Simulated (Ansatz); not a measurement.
**CuAu under changes of volume**

One of the cells (15.351 Å³/atom); the others are scaled copies at fixed shape and fractional positions:

```
Au Cu
1.0
     1.44306    0.83315    4.25617
    -1.44306    0.83315    4.25617
     0.00000   -1.66630    4.25617
Au Cu
1 1
Direct
  0.00000 0.00000 0.00000
  0.50000 0.50000 0.50000
```

The cell comes from a database or a generator and needn't be the stable form of this composition.

- Program: Ansatz 0.2.0
- Functional: r2SCAN
- Potentials or basis: Ansatz PAW
- Cutoff: 500 eV (not typed: the program's choice for these potentials)
- k mesh: 11 × 11 × 11
- Occupations: fermi-dirac, width 0.05 eV
- Spin: no spin polarisation

```tsv
volume (Å³/atom)	energy over the lowest point (meV/atom)	pressure (GPa)
14.430	5.31	4.6
14.737	0.00	1.1
15.044	?	?
15.351	7.51	-4.7
15.658	18.85	-7.1
15.965	34.41	-9.1
16.272	53.65	-10.9
```

Task: What does the run at 15.044 Å³/atom give?

Result: Energy over the lowest point 0.99 meV/atom; pressure -2.0 GPa.

Worked out: A Birch-Murnaghan fit of order 3 (a polynomial in V^(-2/3)) to the other rows has its minimum at 14.84 Å³/atom with B0 = V·E''(V) = 152 GPa and B' = 5.4 at fixed shape and positions, which overstates the stiffness. It gives 1.00 meV/atom at 15.044 Å³/atom, against the run's 0.99, and -dE/dV = -2.0 GPa, against -2.0.

Energies are extrapolated to zero smearing.

Caveats: the PAW data sets come from PBE, with cores solved anew for the run's functional, which leaves a small shift of forces and pressure.
